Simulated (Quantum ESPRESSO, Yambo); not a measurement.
Planning a run of Yambo 5.3.0 on PbS (Galena). The input:

```
HF_and_locXC
gw0
dyson
ppa
em1d
rim_cut
RandQpts= 1000000
RandGvec= 1 RL
EXXRLvcs= 76 Ry
VXCRLvcs= 304 Ry
Chimod= "HARTREE"
% BndsRnXp
 1 | 90 |
%
NGsBlkXp= 9 Ry
% LongDrXp
 1 | 1 | 1 |
%
% GbndRnge
 1 | 90 |
%
DysSolver= "n"
ExtendOut
PPAPntXp= 27.21138 eV
% QPkrange
 3 | 3 | 13 | 16 |
 1 | 1 | 13 | 16 |
%
```

The database entry behind the starting cell differs from later determinations by our own check (about 0.1 % short), so it need not match the best structure at ambient conditions.

```sh
OMP_NUM_THREADS=1 mpirun -n 4 yambo -F gw1.in -J gw1 -C gw1 > gw1.log
```

The stored states that it reads are on a 4×4×4 mesh. It takes space group Fm-3m (No. 225, cubic). The conventional cell has a = 5.931 Å, b = 5.931 Å, c = 5.931 Å, α = 90.00°, β = 90.00°, γ = 90.00°. Pb has 6 S at 2.97 Å nearest. Nearest to S lie 6 Pb at 2.97 Å. Farther neighbours and most contacts between anions are not listed.

Q: Estimate wall time and host memory on 4 MPI ranks of Intel Xeon Platinum 8259CL at 2.50GHz (Skylake/Cascade Lake), shared host.

It took 94 s; on shared hardware allow 47 s to 3.1 min. Peak host memory was 1.6 GiB.

The screening grows as filled bands × empty bands × pairs of k points, times the square of the screening basis for the matrix.

[Paths, hosts, dates, memory and timing lines, banners, echoed tables and standing remarks are left out of the program output.]

[Logs are printed without paths, hosts, clocks, repeated set-up lines and the standing remarks that a program may print on its own settings, such as how far it seeks lower states.]

[Runs of the session that timed out or met a known fault of the program may be left out.]

[Hosts, paths, dates, database ids (printed as entryN), source tags and the programs' standing remarks are cut or masked in the printed files.]
